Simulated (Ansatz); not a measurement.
Runs of Ansatz 0.2.0 on Sn. Symmetry: Fd-3m, No. 227, cubic system. The conventional cell has a = 6.467 Å, b = 6.467 Å, c = 6.467 Å, α = 90.00°, β = 90.00°, γ = 90.00°. Sn (site symmetry -43m) has 4 Sn at 2.80 Å as nearest neighbours. This isn't the form of Sn at room conditions, which is tetragonal (white tin).

```tsv
task	level	spin	k mesh	cutoff (eV)	points for each segment of the path	q mesh	gap on the mesh (eV)	V0 of scaled cells (Å³/atom)	B0 (GPa)
equation of state	LDA	off	7 × 7 × 7	420	-	-	-	33.93	44
band structure	PBEsol	SOC, no magnetisation	7 × 7 × 7	420	14	-	none	-	-
phonons	PBEsol	off	6 × 6 × 6	420	8	2 × 2 × 2	none	-	-
equation of state	r2SCAN	off	7 × 7 × 7	500	-	-	-	35.41	(a)
```

Alike in all rows: potentials or basis Ansatz PAW; cell as given; smearing fermi-dirac 0.05 eV.

Question: Fill in the values left out.

Answer: (a) 43.

Caveats: the PAW data sets come from PBE, with cores solved anew for the run's functional, which leaves a small shift of forces and pressure (some runs); the PAW data sets were made with another functional, which shifts forces and pressure a little (some runs).

A k mesh can miss the band edges, and rows without SOC leave out spin-orbit coupling on Sn.

A gap of «none» marks a metal or a gap under the smearing width.
